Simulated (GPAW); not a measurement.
The system is Yb.

```
Yb
1.0
     0.00000    2.74310    2.74310
     2.74310    0.00000    2.74310
     2.74310    2.74310    0.00000
Yb
1
Direct
  0.00000 0.00000 0.00000
```

```yaml
Program: GPAW 26.7.0
Task: relaxation of cell and atoms
Functional: LDA
Potentials_or_basis: the program's PAW data sets (release 1.2.1) made for this functional
Cutoff: 800 eV
Basis: pw
k_mesh: 7 × 7 × 7
Occupations: fermi-dirac, width 0.05 eV
Spin: collinear spin, ferromagnetic start
Starting_moments: "[1.0] μB"
Hubbard_terms: Yb f U = 6 eV
```

At the start: pressure -2.2 GPa; volume 41.28 Å³/atom.

Question: Where does the relaxation end?

Answer: Over 4 steps the energy falls by 45.6 meV/atom and the volume is 35.41 Å³/atom (-14.2 %); space group Fm-3m (No. 225, to 0.05 Å); moment 0.00 μB per cell.

Step by step:
```csv
step,energy change (eV),largest force (eV/Å),pressure (GPa),volume (Å³)
1,0.0000,0.0000,-2.17,41.28
2,-0.0124,0.0000,-1.94,40.30
3,-0.0434,0.0000,0.59,34.24
4,-0.0456,0.0000,-0.07,35.41
```

Final structure:
```cif
data_structure
_symmetry_space_group_name_H-M 'P 1'
_symmetry_Int_Tables_number 1
_cell_length_a 3.6860
_cell_length_b 3.6860
_cell_length_c 3.6860
_cell_angle_alpha 60.000
_cell_angle_beta 60.000
_cell_angle_gamma 60.000
_cell_volume 35.41
loop_
_atom_site_label
_atom_site_type_symbol
_atom_site_fract_x
_atom_site_fract_y
_atom_site_fract_z
_atom_site_occupancy
Yb1 Yb 0.00000 0.00000 0.00000 1
```

Caveat: one-centre terms of the f shell are cut off; each step starts from the last one's moments, so a moment once lost doesn't come back; later steps reuse the first step's grids; the volume moved by -14 % from the deposited cell, more than functionals usually miss.
